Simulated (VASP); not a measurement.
Crystal: BaTe.

```
CELL_PARAMETERS angstrom
0.04521 3.57760 3.57760
3.57760 0.04521 3.57760
3.57760 3.57760 0.04521
ATOMIC_POSITIONS crystal
Ba 0.00000 0.00000 0.00000
Te 0.50000 0.50000 0.50000
```

The cell was built by a generator and needn't be a form met in nature.

The cell isn't the ideal one: shear_111 strain +1.9%.

Base run:

| Item | Value |
| --- | --- |
| Program | VASP 6.6.1 |
| Functional | HSE06 |
| Potentials or basis | VASP PAW PBE potentials, release 64 (Ba_sv, Te) |
| Cutoff | 520 eV |
| k mesh | 4 × 4 × 4 |
| Occupations | gaussian, width 0.01 eV |
| Spin | no spin polarisation |

Its results: band gap on the k mesh 2.31 eV, indirect (least direct gap 2.73 eV); pressure -0.6 GPa.

Problem. The run is repeated on the same cell with these changes: functional from HSE06 to r2SCAN; k mesh from 4 × 4 × 4 to 6 × 6 × 6. What comes out?

Solution. Band gap on the k mesh 1.95 eV, indirect (least direct gap 2.33 eV); pressure -0.3 GPa.

Several settings changed at once, so the effect can't be laid on one alone.

Caveats: the PAW data sets were made with another functional, which shifts forces and pressure a little; spin-orbit coupling is left out, which moves the levels of the heavy elements.

A k mesh can miss the band edges.
